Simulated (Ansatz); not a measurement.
## SCF questions for HgTe

System: HgTe, an experimental structure (space group F-43m); the cell holds 2 atoms. Source: COD entry 1539348; the sample's temperature and pressure aren't taken into account, and it need not be the stable phase.

```
CELL_PARAMETERS angstrom
0.00000 3.24000 3.24000
3.24000 0.00000 3.24000
3.24000 3.24000 0.00000
ATOMIC_POSITIONS crystal
Te 0.75000 0.75000 0.75000
Hg 0.00000 0.00000 0.00000
```

Numbers behind element symbols give the atom's place in this list.

The calculation used DFT, PBE, PAW, plane waves, scalar-relativistic in Ansatz.

```yaml
Plane-wave_cutoff: 420 eV
k-point_mesh: 6×6×6 (Γ-centred)
Occupations: Fermi–Dirac smearing, 0.05 eV
Valence_electrons: 36
Spin: off
```

The starting density is a sum of atomic densities corrected by a trained network, so it is already close to self-consistency.

Default run: converged in 6 iterations, with no gap on the k-mesh. The search for lower states is off, and runs that name a mixer don't switch to direct minimisation.

**Question.** What happens with Fermi–Dirac width 0.003 eV, no switch to direct minimisation (limit 60 iterations)?

**Answer.** Converged in 6 iterations: free energy shifted by +0.4 meV/atom, zero-width estimate shifted by +0.2 meV/atom.

**Question.** What happens with linear mixing, β 0.4, Kerker (limit 60 iterations)?

**Answer.** Converged in 27 iterations: the same free energy.

**Question.** Outcome with Anderson, β 0.02, history 12, no preconditioner (limit 60 iterations)?

**Answer.** Converged in 12 iterations: the same free energy.

**Question.** Rank these settings by the iterations they needed, fewest first.
A. Anderson, β 1.0, backtracking line search
B. linear mixing, β 0.4, Kerker
C. default SCF settings
D. Anderson, β 0.02, history 12, no preconditioner

**Answer.** A (5), C (6), D (12), B (27).
